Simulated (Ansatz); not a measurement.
**Preparing SiO2 (P3_121) as a host crystal**

Aim: the runs on the perfect crystal SiO2 (P3_121) that a defect calculation needs first.

Calculated with Ansatz 0.2.0; plane-wave PAW DFT, r2SCAN; relaxation of the host's cell and atoms; PAW set soft_1, in the first sound run; inputs show where later runs differ.

This is a report of a sequence of runs, with most program output left out.

## (1) The structure

The structure is trigonal, space group P3_121 (No. 152). The conventional cell has a = 4.915 Å, b = 4.915 Å, c = 5.431 Å, α = 90.00°, β = 90.00°, γ = 120.00°. Nearest to Si lie 4 O at 1.61 to 1.62 Å. Nearest to O lie 2 Si at 1.61 to 1.62 Å. Farther neighbours and most contacts between anions are not listed.

## (2) Host cell relaxation

Cell and atoms are relaxed together, until forces and stress fall under their thresholds.

Input file cell/input.yaml:

```yaml
crystal:
  lattice:
    - [4.9149662, 0.0, 0.0]
    - [-2.4574831, 4.2564856, 0.0]
    - [0.0, 0.0, 5.4313011]
  atoms:
    - { symbol: Si, position: [0.53108859, 0.53108859, 0.0] }
    - { symbol: Si, position: [0.0, 0.46891141, 0.66666667] }
    - { symbol: Si, position: [0.46891141, 0.0, 0.33333333] }
    - { symbol: O, position: [0.26922311, 0.41339429, 0.78489098] }
    - { symbol: O, position: [0.58660571, 0.85582882, 0.11822431] }
    - { symbol: O, position: [0.14417118, 0.73077689, 0.45155765] }
    - { symbol: O, position: [0.41339429, 0.26922311, 0.21510902] }
    - { symbol: O, position: [0.73077689, 0.14417118, 0.54844235] }
    - { symbol: O, position: [0.85582882, 0.58660571, 0.88177569] }
basis:
  ecutwfc: 500
  xc_grid: 2
hamiltonian:
  xc: r2scan
  pseudopotentials: { kind: paw, azcp: { folder: soft_1 } }
kpoints:
  mp_grid: { grid: [7, 7, 5] }
scf:
  occupations: { method: fixed }
  max_iter: 100
relax:
  f_tol: 0.005
  max_steps: 60
  cell: {}
output:
  forces: true
  stress: true
checkpoint:
  write: "../cell.run"
  compress: false
  write_wavefunctions: false
  write_every: 100000
```

Launch:

```bash
ansatz run input.yaml --threads 8 --pin off --max-ram 22609MiB --backend cpu --events-out ev --progress --plain --runs-dir out
```

Elapsed: 10 s, on 8 threads of Arm Neoverse V2, shared host; peak memory 0.58 GiB.

Step by step:

```csv
step,energy less that of the first step (eV),largest force component (eV/Å),pressure (GPa),volume (Å³)
1,0.0000,0.0163,0.06,113.63
2,-0.0002,0.0126,0.04,113.63
3,-0.0004,0.0026,0.01,113.60
4*,-0.0004,0.0026,0.01,113.60
```

Relaxation steps marked * repeat the geometry before them on a plane-wave basis chosen anew for their cell, so energy and pressure can jump there.

The run keeps the 6 symmetry operations that it works with, so distortions that break them were not tested.

```csv
"conventional cell, symmetrised",before,after,change
a (Å),4.915,4.921,+0.1 %
b (Å),4.915,4.921,+0.1 %
c (Å),5.431,5.417,-0.3 %
volume (Å³/atom),12.63,12.62,-0.0 %
```

This step gave:

```yaml
pressure: 0.007076 GPa
```

The cell shrank by 0.0 % in volume.

## (3) Dielectric tensors of the host

The response to a uniform electric field gives the electronic dielectric tensor.

This step: plane-wave PAW DFPT, PBEsol; dielectric tensors, Born charges and zone-centre modes of the host; PAW set soft_1 (Ansatz 0.2.0).

Input file eps/input.yaml:

```yaml
crystal:
  lattice:
    - [4.9211020672, 0.0, 0.0]
    - [-2.4605510336, 4.2617994048, 0.0]
    - [0.0, 0.0, 5.4165347629]
  atoms:
    - { symbol: Si, position: [0.5310287163, 0.5310287163, 0.0] }
    - { symbol: Si, position: [0.0, 0.4689712837, 0.6666666667] }
    - { symbol: Si, position: [0.4689712837, 0.0, 0.3333333333] }
    - { symbol: O, position: [0.2690380509, 0.413212997, 0.7845842363] }
    - { symbol: O, position: [0.586787003, 0.8558250538, 0.1179175696] }
    - { symbol: O, position: [0.1441749462, 0.7309619491, 0.4512509029] }
    - { symbol: O, position: [0.413212997, 0.2690380509, 0.2154157637] }
    - { symbol: O, position: [0.7309619491, 0.1441749462, 0.5487490971] }
    - { symbol: O, position: [0.8558250538, 0.586787003, 0.8820824304] }
basis:
  ecutwfc: 420
hamiltonian:
  xc: pbesol
  pseudopotentials: { kind: paw, azcp: { folder: soft_1 }, xc_functional: pbe }
kpoints:
  mp_grid: { grid: [6, 6, 5] }
scf:
  occupations: { method: fixed }
  max_iter: 100
phonons:
  method: dfpt
  dielectric: true
  rigid_motions: translations
```

The job ended after 56 s (8 threads; peak memory 1.6 GiB).

Electronic dielectric tensor:

```
2.49 0.00 0.00
0.00 2.49 0.00
0.00 0.00 2.52
```

Static dielectric tensor:

```
4.64 0.00 0.00
0.00 4.64 0.00
0.00 0.00 4.86
```

The principal values of the electronic dielectric tensor are 2.49, 2.49 and 2.52. The principal values of the static dielectric tensor are 4.64, 4.64 and 4.86.

## (4) Primitive cell on a dense mesh

A dense mesh gives the host's converged energy, against which the supercell's sampling is tested.

This step: plane-wave PAW DFT, r2SCAN; single point of the host's primitive cell on a dense mesh; PAW set soft_1 (Ansatz 0.2.0).

dense/input.yaml, as its differences from eps/input.yaml of step 3:

```diff
@@ -16,14 +16,11 @@
 basis:
-  ecutwfc: 420
+  ecutwfc: 500
+  xc_grid: 2
 hamiltonian:
-  xc: pbesol
-  pseudopotentials: { kind: paw, azcp: { folder: soft_1 }, xc_functional: pbe }
+  xc: r2scan
+  pseudopotentials: { kind: paw, azcp: { folder: soft_1 } }
 kpoints:
-  mp_grid: { grid: [6, 6, 5] }
+  mp_grid: { grid: [7, 7, 5] }
 scf:
-  occupations: { method: fixed }
-  max_iter: 100
-phonons:
-  method: dfpt
-  dielectric: true
-  rigid_motions: translations
+  occupations: { method: fermi_dirac, width: 0.01 }
+  max_iter: 80
```

Elapsed: 3.1 s, on 8 threads; peak memory 0.54 GiB; 22 s of CPU time.

## (5) Self-consistent run

This step: plane-wave PAW DFT, r2SCAN; single point of the defect-free supercell, a test of its k-points; PAW set soft_1 (Ansatz 0.2.0).

System of this step: SiO2 (P3_121). The cell holds 72 atoms: 24 Si and 48 O. Cell: a = 9.842 Å, b = 9.842 Å, c = 10.833 Å, α = 90.0°, β = 90.0°, γ = 120.0°.

Input file pristine.sampling/input.yaml:

```yaml
crystal:
  lattice:
    - [9.8422041343, 0.0, 0.0]
    - [-4.9211020672, 8.5235988096, 0.0]
    - [0.0, 0.0, 10.8330695259]
  atoms:
    - { symbol: Si, position: [0.2655143582, 0.2655143582, 0.0] }
    - { symbol: Si, position: [0.0, 0.2344856418, 0.3333333334] }
    - { symbol: Si, position: [0.2344856418, 0.0, 0.1666666666] }
    - { symbol: O, position: [0.1345190254, 0.2066064985, 0.3922921182] }
    - { symbol: O, position: [0.2933935015, 0.4279125269, 0.0589587848] }
    - { symbol: O, position: [0.0720874731, 0.3654809746, 0.2256254514] }
    - { symbol: O, position: [0.2066064985, 0.1345190254, 0.1077078818] }
    - { symbol: O, position: [0.3654809746, 0.0720874731, 0.2743745486] }
[... 60 atom lines left out ...]
    - { symbol: O, position: [0.5720874731, 0.8654809746, 0.7256254514] }
    - { symbol: O, position: [0.7066064985, 0.6345190254, 0.6077078818] }
    - { symbol: O, position: [0.8654809746, 0.5720874731, 0.7743745486] }
    - { symbol: O, position: [0.9279125269, 0.7933935015, 0.9410412152] }
basis:
  ecutwfc: 500
  xc_grid: 2
hamiltonian:
  xc: r2scan
  pseudopotentials: { kind: paw, azcp: { folder: soft_1 } }
kpoints:
  mp_grid: { grid: [1, 1, 1], shift: [0.25, 0.25, 0.25] }
scf:
  occupations: { method: fermi_dirac, width: 0.01 }
  max_iter: 80
```

Wall time 10 s (8 threads); peak memory 2 GiB.

Numbers from this step:

| Quantity | Value |
| --- | --- |
| energy over dense mesh | -1.79e-4 eV/atom |

## (6) Defect free supercell relaxed from its symmetric sites

This cell, the one that will hold the defects, is built from the relaxed host. Its coarser k-points can move the atoms a little, so it is relaxed from the symmetric sites, as the reference for the test of stability.

This step: plane-wave PAW DFT, r2SCAN; relaxation of the defect-free supercell from its symmetric sites; PAW set soft_1 (Ansatz 0.2.0).

pristine.symmetric/input.yaml, as its differences from pristine.sampling/input.yaml of step 5:

```diff
@@ -89 +89,12 @@
   max_iter: 80
+output:
+  forces: true
+relax:
+  f_tol: 0.01
+  max_steps: 60
+  escape_saddle: false
+checkpoint:
+  write: "../pristine.symmetric.run"
+  compress: false
+  write_wavefunctions: false
+  write_every: 100000
```

Wall time 20 s (8 threads); peak memory 2 GiB; 2.2 min of CPU time.

No atom moved by 0.005 Å in the relaxation.

## (7) Defect free supercell relaxed from displaced atoms

This step: plane-wave PAW DFT, r2SCAN; relaxation of the defect-free supercell from random displacements, a test of the host's stability; PAW set soft_1 (Ansatz 0.2.0).

pristine.rattled/input.yaml, as its differences from pristine.symmetric/input.yaml of step 6:

```diff
@@ -93,6 +93,6 @@
   f_tol: 0.01
-  max_steps: 60
-  escape_saddle: false
+  max_steps: 120
+  random_displacement: { amplitude: 0.08, seed: 2586 }
 checkpoint:
-  write: "../pristine.symmetric.run"
+  write: "../pristine.rattled.run"
   compress: false
```

It took 48 s on 8 threads; peak memory 2 GiB; 5.6 min of CPU time.

The steps of the relaxation:

```csv
step,energy less that of the first step (eV),largest force component (eV/Å)
1,0.0000,9.2313
2,-5.7161,5.0008
3,-9.1688,0.0857
4,-9.1802,0.0051
5,-9.1802,0.0051
```

The relaxation ends 128 meV an atom lower than the displaced start, with a largest force component of 0.0051 eV/Å.

## (8) Outcome

| Item | Value |
| --- | --- |
| primitive cell vectors, lengths | 4.921, 4.921, 5.417 Å |
| electronic dielectric constant | principal values (2.49, 2.49, 2.52) |
| static dielectric constant | principal values (4.64, 4.64, 4.86) |
| gap on the k-mesh of the response run (PBEsol) | 5.83 eV |
| supercell relaxed in its symmetry less the displaced and relaxed one | 0.000 eV |
| energy an atom at one point at (¼, ¼, ¼) less that on the dense mesh | 0.000 eV |

**Reading.** Step 7: The energy fell by 9.180 eV from the randomly displaced start; against the sites as typed, O7 ends farthest off, by 0.01 Å, once the mean shift is taken out. The displaced cell ends within 0.01 eV of the symmetric one relaxed in its symmetry, so no lower structure shows in this supercell. The k-mesh can miss the band edges, so this gap is an upper bound at this level. All at zero temperature.

[Logs are printed without paths, hosts, clocks, repeated set-up lines and the standing remarks that a program may print on its own settings, such as how far it seeks lower states.]

[Hosts, paths, dates, database ids (printed as entryN), source tags and the programs' standing remarks are cut or masked in the printed files.]

[Runs of the host that timed out are not shown.]

[For some hosts the program warned that the k-mesh of the response run may be too coarse for force constants and the static dielectric constant; such warnings are not always shown.]
